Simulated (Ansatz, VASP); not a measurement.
Two plane-wave programs on TiPt3

Contents of INCAR:

```
  ALGO = Normal
  EDIFF = 1E-6
  EDIFFG = -0.01
  ENCUT = 600
  GGA = PE
  IBRION = 2
  ISIF = 3
  ISMEAR = 0
  LASPH = T
  LCHARG = F
  LREAL = F
  LWAVE = F
  NELM = 100
  NSW = 100
  PREC = Accurate
  SIGMA = 0.1
```

The input KPOINTS:

```
k-points
0
Gamma
  10 10 10
```

Contents of POSCAR:

```
TiPt3
1.0
    4.7113627354      0.0000000000      0.0000000000
    0.0000000000      4.7113627354      0.0000000000
    0.0000000000      0.0000000000      4.7113627354
Ti Pt
1 3
Direct
    0.0000000000      0.0000000000      0.0000000000
    0.5000000000      0.0000000000      0.0000000000
    0.0000000000      0.5000000000      0.0000000000
    0.0000000000      0.0000000000      0.5000000000
```

Input for Ansatz:

```yaml
crystal:
  lattice:
    - [4.7113627354, 0.0, 0.0]
    - [0.0, 4.7113627354, 0.0]
    - [0.0, 0.0, 4.7113627354]
  atoms:
    - { symbol: Ti, position: [0.0, 0.0, 0.0] }
    - { symbol: Pt, position: [0.5, 0.0, 0.0] }
    - { symbol: Pt, position: [0.0, 0.5, 0.0] }
    - { symbol: Pt, position: [0.0, 0.0, 0.5] }
basis:
  ecutwfc: 420
kpoints:
  mp_grid: { grid: [10, 10, 10] }
hamiltonian:
  xc: pbe
scf:
  occupations: { method: gaussian, width: 0.1 }
output:
  forces: true
  stress: true
  eigenvalues: true
relax:
  adjacent_minimum: "off"
  f_tol: 0.01
  max_steps: 80
  cell: { stress_tol: 0.05 }
```

Alike in both runs: task relaxation of cell and atoms; functional PBE; k mesh 10 × 10 × 10; occupations gaussian, width 0.1 eV; no spin polarisation.

|  | VASP | Ansatz |
| --- | --- | --- |
| version | VASP 6.6.1 | Ansatz 0.2.0 |
| potentials or method | VASP PAW PBE potentials, release 64 (Ti_sv, Pt) | scalar-relativistic, plane waves, PAW |
| plane-wave cutoff (eV) | 600 | 420 |
| valence electrons in the cell | 42 | 66 |

|  | VASP | Ansatz | Ansatz less VASP |
| --- | --- | --- | --- |
| gap on the k mesh at the Fermi level, each at its own relaxed structure (eV) | none | none | - |
| relaxed volume (Å³/atom) | 26.20 | 26.14 | -0.060 |
| relaxed cell length with the largest relative difference (Å) | 4.715 | 4.711 | -0.0036 |

A gap of «none» marks a metal or a gap that the smearing closes. The two sets of potentials don't hold the same shells in valence.

Spin-orbit coupling is left out, which matters for the levels of Pt.
